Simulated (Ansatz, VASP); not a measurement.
**Zr in VASP and in Ansatz**

Contents of INCAR:

```
  ALGO = Normal
  EDIFF = 1E-6
  ENCUT = 520
  GGA = PS
  ISIF = 2
  ISMEAR = -1
  LASPH = T
  LCHARG = F
  LREAL = F
  LWAVE = F
  NBANDS = 12
  NELM = 80
  PREC = Accurate
  SIGMA = 0.05
```

Contents of KPOINTS:

```
k-points
0
Gamma
  10 10 10
```

File POSCAR:

```
Zr
1.0
   -1.8100000000      1.8100000000      1.8100000000
    1.8100000000     -1.8100000000      1.8100000000
    1.8100000000      1.8100000000     -1.8100000000
Zr
1
Direct
    0.0000000000      0.0000000000      0.0000000000
```

File input.yaml:

```yaml
crystal:
  lattice:
    - [-1.81, 1.81, 1.81]
    - [1.81, -1.81, 1.81]
    - [1.81, 1.81, -1.81]
  atoms:
    - { symbol: Zr, position: [0.0, 0.0, 0.0] }
hamiltonian:
  xc: pbesol
  pseudopotentials: { kind: paw }
kpoints:
  mp_grid: { grid: [10, 10, 10] }
scf:
  occupations: { method: fermi_dirac, width: 0.05 }
output:
  forces: true
  stress: true
  eigenvalues: true
```

This isn't the form of Zr at room conditions, which is hcp.

Alike in both runs: task single point; functional PBEsol; k mesh 10 × 10 × 10; occupations fermi-dirac, width 0.05 eV; no spin polarisation.

```csv
,VASP,Ansatz
version,VASP 6.6.1,Ansatz 0.2.0
potentials or method,"VASP PAW PBE potentials, release 64 (Zr_sv)",Ansatz PAW
plane-wave cutoff (eV),520,420
valence electrons in the cell,12,12
```

```csv
,VASP,Ansatz,Ansatz less VASP
gap on the k mesh at the Fermi level (eV),none,none,-
pressure (GPa),-7.0,-7.0,-0.06
```

A gap of «none» marks a metal or a gap that the smearing closes.

Caveats: the PAW data sets were made with another functional, which shifts forces and pressure a little (VASP); the PAW data sets come from PBE, with cores solved anew for the run's functional, which leaves a small shift of forces and pressure (Ansatz).
